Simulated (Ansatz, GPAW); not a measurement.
Given: the input of a run of Ansatz 0.2.0 on Sb (Antimony). 

File input.yaml:

```yaml
crystal:
  lattice:
    - [2.1542, 1.2437279499, 3.758]
    - [-2.1542, 1.2437279499, 3.758]
    - [0.0, -2.4874558998, 3.758]
  atoms:
    - { symbol: Sb, position: [0.76651, 0.76651, 0.76651] }
    - { symbol: Sb, position: [0.23349, 0.23349, 0.23349] }
hamiltonian:
  xc: pbe
  pseudopotentials: { kind: paw }
kpoints:
  mp_grid: { grid: [8, 8, 8] }
scf:
  occupations: { method: gaussian, width: 0.03 }
output:
  forces: true
  stress: true
  eigenvalues: true
```

Potentials or basis: Ansatz PAW.

The run is started by

```bash
$ ansatz run input.yaml --threads 2 --pin off --max-ram 5632MiB --backend cpu --events-out ev --progress --plain --runs-dir out
```

**Question.** Translate it to GPAW 26.7.0 (ASE script). Potentials or basis there: GPAW PAW data sets (gpaw-data 1.2.1), cutoff 600 eV.

**Answer.** As run (cutoffs and basis follow the program's own potentials, and thresholds, step limits or extra output files can differ):

File run.py:

```python
from ase.dft.bandgap import bandgap
from ase.io import read, write
from ase.units import GPa
from gpaw import GPAW, PW

atoms = read('POSCAR')

calc = GPAW(mode=PW(600),
            xc='PBE',
            kpts={'size': (8, 8, 8), 'gamma': True},
            occupations={'name': 'methfessel-paxton', 'order': 0, 'width': 0.03},
            nbands=25,
            convergence={'density': 1e-05, 'energy': 1e-05},
            maxiter=150,
            txt='gpaw.txt')
atoms.calc = calc
energy = atoms.get_potential_energy()
forces = atoms.get_forces()
stress = atoms.get_stress()
calc.write('gs.gpw')
write('result.traj', atoms)
print(f'Energy: {energy:.6f} eV')
print('Forces (eV/A):')
print(forces.round(4))
print('Stress (GPa):', (stress / GPa).round(3))
print('Fermi level:', round(calc.get_fermi_level(), 4), 'eV')
print(f'Gap: {bandgap(calc)[0]:.4f} eV, direct: {bandgap(calc, direct=True)[0]:.4f} eV')
```

The input POSCAR:

```
Sb
1.0
    2.1542000000      1.2437279499      3.7580000000
   -2.1542000000      1.2437279499      3.7580000000
    0.0000000000     -2.4874558998      3.7580000000
Sb
2
Direct
    0.7665100000      0.7665100000      0.7665100000
    0.2334900000      0.2334900000      0.2334900000
```

Potentials or basis: GPAW PAW data sets (gpaw-data 1.2.1), pw.

The run is started by

```sh
$ OMP_NUM_THREADS=1 python run.py
```

Both were run:

|  | Ansatz | GPAW |
| --- | --- | --- |
| Pressure | 2.7 GPa | 2.4 GPa |
| Largest force | 0.143 eV/Å | 0.126 eV/Å |

Ansatz's pressure holds a Pulay term of +0.03 GPa for its cutoff of 420 eV, which the other run lacks.

Where Ansatz's input types no cutoff or centring, it takes its own default and a Γ-centred mesh.

Pressure is positive in compression.
